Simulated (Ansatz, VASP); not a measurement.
# Cl in VASP and in Ansatz

The input INCAR:

```
ALGO = Normal
EDIFF = 1E-6
ENCUT = 520
GGA = PE
ISIF = 2
ISMEAR = -1
LASPH = True
LCHARG = False
LREAL = False
LWAVE = False
NBANDS = 10
NELM = 80
PREC = Accurate
SIGMA = 0.05
```

KPOINTS

```
k-points
0
Gamma
  15 15 15
```

File POSCAR:

```
Cl
1.0
    0.0000000000      2.1217465803      2.1217465803
    2.1217465803      0.0000000000      2.1217465803
    2.1217465803      2.1217465803      0.0000000000
Cl
1
Direct
    0.0000000000      0.0000000000      0.0000000000
```

Input for Ansatz:

```yaml
crystal:
  lattice:
    - [0.0, 2.1217465803, 2.1217465803]
    - [2.1217465803, 0.0, 2.1217465803]
    - [2.1217465803, 2.1217465803, 0.0]
  atoms:
    - { symbol: Cl, position: [0.0, 0.0, 0.0] }
kpoints:
  mp_grid: { grid: [15, 15, 15] }
scf:
  occupations: { method: fermi_dirac, width: 0.05 }
hamiltonian:
  xc: pbe
  pseudopotentials: { kind: all_electron, lapw: { basis_error: 0.001 } }
output:
  forces: true
  stress: true
  eigenvalues: true
  populations: true
```

Change from the starting cell: volume scaled by 0.9, LAPW.

Alike in both runs: task single point; functional PBE; k mesh 15 × 15 × 15; occupations fermi-dirac, width 0.05 eV; no spin polarisation.

```csv
,VASP,Ansatz
version,VASP 6.6.1,Ansatz 0.2.0
potentials or method,"VASP PAW PBE potentials, release 64 (Cl)","all-electron LAPW, scalar-relativistic"
plane-wave cutoff (eV),520,see its input
```

```tsv
	VASP	Ansatz	Ansatz less VASP
pressure (GPa)	4.2	4.3	+0.13
```

Ansatz ran all-electron here, so the differences hold the error of VASP's frozen core and of both bases.

Caveats: an odd number of electrons without spin polarisation forces a metal; a magnetic or distorted state may lie lower.
